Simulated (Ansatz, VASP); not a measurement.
**NaH: VASP beside Ansatz**

```xyz
2
Lattice="0.0000 2.4400 2.5620 2.4400 0.0000 2.5620 2.4400 2.4400 0.0000" Properties=species:S:1:pos:R:3 pbc="T T T"
Na    0.0000    0.0000    0.0000
H     2.4400    2.4400    2.5620
```

Change from the starting cell: strain +0.000 along x and y, +0.050 along z, atoms carried along.

Alike in both runs: task single point; functional PBE; k mesh 8 × 8 × 8; occupations gaussian, width 0.05 eV; no spin polarisation.

|  | VASP | Ansatz |
| --- | --- | --- |
| version | VASP 6.6.1 | Ansatz 0.2.0 |
| potentials or method | VASP PAW PBE potentials, release 64 (Na_pv, H) | scalar-relativistic, plane waves, PAW |
| plane-wave cutoff (eV) | 520 | 420 |
| valence electrons in the cell | 8 | 10 |

Ansatz gave:

| Item | Value |
| --- | --- |
| gap on the k mesh at the Fermi level (eV) | 3.60 |
| least direct gap on the mesh (eV) | 4.46 |
| pressure (GPa) | -1.5 |
| largest component of the traceless stress (GPa) | 0.64 |

Task: Which values does VASP return?

Result: gap on the k mesh at the Fermi level (eV): 3.60; least direct gap on the mesh (eV): 4.45; pressure (GPa): -1.5; largest component of the traceless stress (GPa): 0.65.

The two sets of potentials don't hold the same shells in valence.

A k mesh can miss the band edges.
